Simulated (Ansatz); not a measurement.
# TlBr, response to strain

Take TlBr in the CsCl type structure (space group Pm-3m, No. 221; a = 3.915 Å) as the base. Axes: x, y, z lie along the cube axes.

Strains are applied to the cell and any free atomic positions relax; under biaxial strain the out-of-plane vector relaxes too.

Level of theory: plane-wave PAW DFT at the PBEsol level (Ansatz, a first-principles code, 420 eV), spin-orbit coupling left out.

Notes on the quantities. energy relative to the base: free energy F.

| biaxial strain, plane normal [001], relaxed out of plane (%) | energy relative to the base (meV/atom) |
|---|---|
| 0 | 0.0 |
| 0.5 | 0.2 |
| 1 | 0.9 |
| 1.5 | 1.9 |
| 2 | ? |
| 2.5 | 5.3 |
| 3 | 7.6 |

Task: Fit ΔE = Aε² + Bε³ (ε in %) to the rows shown and predict the withheld row.

Result: Least squares on the printed values gives A = 0.865 and B = -0.0069 meV/atom (largest residual 0.0 meV/atom); this predicts 3.4 meV/atom, and the run gives 3.4 meV/atom, in agreement.

Whether these cells are dynamically stable was not tested.
